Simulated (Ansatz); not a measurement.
Input and command of a plane-wave DFT calculation in Ansatz:

```yaml
crystal:
  lattice:
    - [2.5064380879, 0.0, 0.0]
    - [-1.2532190439, 2.1706390571, 0.0]
    - [0.0, 0.0, 32.2336959907]
  atoms:
    - { symbol: B, position: [0.6666666667, 0.3333333333, 0.2636992048] }
    - { symbol: "N", position: [0.3333333333, 0.6666666667, 0.2636992048] }
    - { symbol: B, position: [0.3333333333, 0.6666666667, 0.3663378844] }
    - { symbol: "N", position: [0.6666666667, 0.3333333333, 0.3663378844] }
    - { symbol: B, position: [0.6666666667, 0.3333333333, 0.4689765641] }
    - { symbol: "N", position: [0.3333333333, 0.6666666667, 0.4689765641] }
    - { symbol: B, position: [0.3333333333, 0.6666666667, 0.5716152439] }
    - { symbol: "N", position: [0.6666666667, 0.3333333333, 0.5716152439] }
    - { symbol: B, position: [0.6666666667, 0.3333333333, 0.6742539235] }
    - { symbol: "N", position: [0.3333333333, 0.6666666667, 0.6742539235] }
    - { symbol: B, position: [0.1666666667, -0.1666666667, 0.717066265], spin: 1.0 }
basis:
  ecutwfc: 420
kpoints:
  mp_grid: { grid: [12, 12, 1] }
hamiltonian:
  xc: pbe
  dispersion: d3bj
scf:
  occupations: { method: gaussian, width: 0.05 }
output:
  forces: true
  eigenvalues: true
  populations: true
magnetization:
  spin_polarized: true
relax:
  adjacent_minimum: "off"
  f_tol: 0.03
  max_steps: 70
  constraints: [{ sites: [0, 1, 2, 3] }]
efield:
  axis: 3
  dipole_correction: true
  ramp_width: 0.04
```

```bash
ansatz run input.yaml --threads 1 --pin off --max-ram 2560MiB --backend cpu --events-out ev --progress --plain --runs-dir out
```

Processor: Arm Neoverse V2, 1 thread, on a host shared with other jobs.

Task: Estimate time, memory and problem size.

Result: About 12 min on 1 thread of Arm Neoverse V2, with other jobs on the host, peak memory 0.62 GiB. It solves 33 bands at 43 k points (the mesh reduced by the symmetry that the task leaves, which can be less than the crystal's) with about 3389 plane waves, in 111 SCF iterations over 10 ionic steps.
